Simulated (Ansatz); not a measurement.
# ZrO$_{2}$: relaxed-ion elastic tensor

All numbers below come from Ansatz 0.2.0, DFT PBE, scalar-relativistic, plane waves, PAW. Settings: 420 eV plane-wave cutoff, Γ-centred 8×8×8 mesh, fixed occupations. No spin polarisation.

The cell, relaxed at this level:
```
Zr O
1.0
     0.00000    2.55795    2.55795
     2.55795    0.00000    2.55795
     2.55795    2.55795    0.00000
Zr O
1 2
Direct
  0.00000 0.00000 0.00000
  0.25000 0.25000 0.25000
  0.75000 0.75000 0.75000
```

The cell has the fluorite type, in a space group that the Crystallography Open Database lists for this formula; it was reached from a generator's guess.

Problem. Give the relaxed-ion elastic constants (GPa, Voigt order xx yy zz yz xz xy, on the Cartesian axes of the cell above).

Solution.
```
520.7  94.1  94.1   0.0   0.0   0.0
 94.1 520.7  94.1   0.0   0.0   0.0
 94.1  94.1 520.7   0.0   0.0   0.0
  0.0   0.0   0.0  61.2   0.0   0.0
  0.0   0.0   0.0   0.0  61.2   0.0
  0.0   0.0   0.0   0.0   0.0  61.2
```

Problem. Is the crystal stable against homogeneous strain?

Solution. Yes: the least eigenvalue of the tensor is 61.2 GPa.

Problem. And the moduli of a polycrystal (Hill averages)?

Solution. B = 236 GPa, G = 104 GPa, E = 272 GPa, ν = 0.31.
